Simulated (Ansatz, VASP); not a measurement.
## One calculation of N, two programs

INCAR

```
PREC = Accurate
ENCUT = 520
EDIFF = 1E-7
ISMEAR = 0
SIGMA = 0.1
LREAL = False
LASPH = True
NELM = 100
ALGO = Normal
ISIF = 2
LWAVE = False
LCHARG = False
GGA = PE
IVDW = 12
NBANDS = 12
```

File KPOINTS:

```
regular mesh
0
Gamma
  18 18 16
```

File POSCAR:

```
N
1.0
    2.6141524254      0.0000000000      0.0000000000
   -1.3070762127      2.2639224097      0.0000000000
    0.0000000000      0.0000000000      2.4858947498
N
2
Direct
    0.6666666667      0.3333333333      0.2500000000
    0.3333333333      0.6666666667      0.7500000000
```

Input for Ansatz:

```yaml
crystal:
  lattice:
    - [2.6141524252, 0.0, 0.0]
    - [-1.3070762126, 2.2639224096, 0.0]
    - [0.0, 0.0, 2.4858947499]
  atoms:
    - { symbol: "N", position: [0.6666666667, 0.3333333333, 0.25] }
    - { symbol: "N", position: [0.3333333333, 0.6666666667, 0.75] }
basis:
  ecutwfc: 420
kpoints:
  mp_grid: { grid: [18, 18, 16] }
  band_path:
    path:
      - [[0.0, 0.0, 0.0], [0.5, 0.0, 0.0], [0.33333333, 0.33333333, 0.0], [0.0, 0.0, 0.0], [0.0, 0.0, 0.5], [0.5, 0.0, 0.5], [0.33333333, 0.33333333, 0.5], [0.0, 0.0, 0.5]]
      - [[0.5, 0.0, 0.5], [0.5, 0.0, 0.0]]
      - [[0.33333333, 0.33333333, 0.5], [0.33333333, 0.33333333, 0.0]]
    npoints: 14
hamiltonian:
  xc: pbe
  dispersion: d3bj
scf:
  occupations: { method: gaussian, width: 0.1 }
  n_extra_bands: 6
output:
  forces: true
  stress: true
  eigenvalues: true
  populations: true
  dos: { projected: true, de: 0.02, nscf_kmesh: { grid: [27, 27, 24] } }
  bader: true
  write_density: true
  write_potential: true
  elf: true
  volumetric_format: npy
```

The real solid is made of molecules; this cell is a model form.

Alike in both runs: task single point; functional PBE; dispersion D3(BJ); k mesh 18 × 18 × 16; occupations gaussian, width 0.1 eV; no spin polarisation.

|  | VASP | Ansatz |
| --- | --- | --- |
| version | VASP 6.6.1 | Ansatz 0.2.0 |
| potentials or method | VASP PAW PBE potentials, release 64 (N) | scalar-relativistic, plane waves, PAW |
| plane-wave cutoff (eV) | 520 | 420 |
| valence electrons in the cell | 10 | 10 |

Ansatz gave:

| Quantity | Value |
| --- | --- |
| gap on the k mesh at the Fermi level (eV) | none |
| pressure (GPa) | 0.0 |
| largest component of the traceless stress (GPa) | 0.01 |
| dispersion energy (meV/atom) | -160.0 |

**Question.** Estimate VASP's values.

**Answer.** gap on the k mesh at the Fermi level (eV): none; pressure (GPa): -0.1; largest component of the traceless stress (GPa): 0.07; dispersion energy (meV/atom): -160.0.

A gap of «none» marks a metal or a gap that the smearing closes. With one functional, cell and mesh, what is left measures potentials, basis and numerics. Ansatz warned: «dispersion_switch_in_reach».

Caveats: pairwise dispersion overbinds metals, which lowers pressure and volume.
